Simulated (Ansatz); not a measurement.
Computed with Ansatz, DFT PBE, scalar-relativistic, plane waves, PAW. Several structures of Ge4N were relaxed, and the powder pattern of one of them was computed from 10° to 70° in 2θ (λ = 1.5406 Å; lines under 1 % are left out).

Cu Kα1 powder pattern (kinematic, no thermal factors).
```
2θ (°)  relative intensity
 35.08                 100
 40.73                  59
 58.96                  38
```

Question: Which structure gives it?
A. Space group Pm-3m (No. 221), cubic, a = 4.427 Å. Ge on a site of symmetry 4/mmm has 2 N at 2.21 Å and 12 Ge at 3.13 Å; Ge on a site of symmetry m-3m has 12 Ge at 3.13 Å; N is surrounded by 6 Ge at 2.21 Å.
B. Space group P6/mmm (No. 191), hexagonal, a = 5.431 Å, c = 3.942 Å. Ge on a site of symmetry mmm is surrounded by 4 Ge at 2.72 Å and 2 N at 2.72 Å; around Ge on a site of symmetry 6/mmm lie 2 N at 1.97 Å; N is surrounded by 2 Ge at 1.97 Å and 6 Ge at 2.72 Å.
C. Space group P4/mmm (No. 123), tetragonal, a = 4.096 Å, c = 5.314 Å. Around Ge on its first site lie 2 Ge at 2.66 Å, 4 Ge at 2.90 Å and 4 N at 3.35 Å; around Ge on its second site lie 2 N at 2.05 Å and 2 Ge at 2.66 Å; N is surrounded by 4 Ge at 2.05 Å and 8 Ge at 3.35 Å.

Answer: A. Its strongest line, at 2θ = 35.08°, has d = λ/(2 sin θ) = 2.556 Å and is the (1 1 1) reflection of the conventional Pm-3m cell with a = 4.427 Å. The others have their strongest lines at 38.2° (B); 30.8° (C).

The cells needn't be stable.
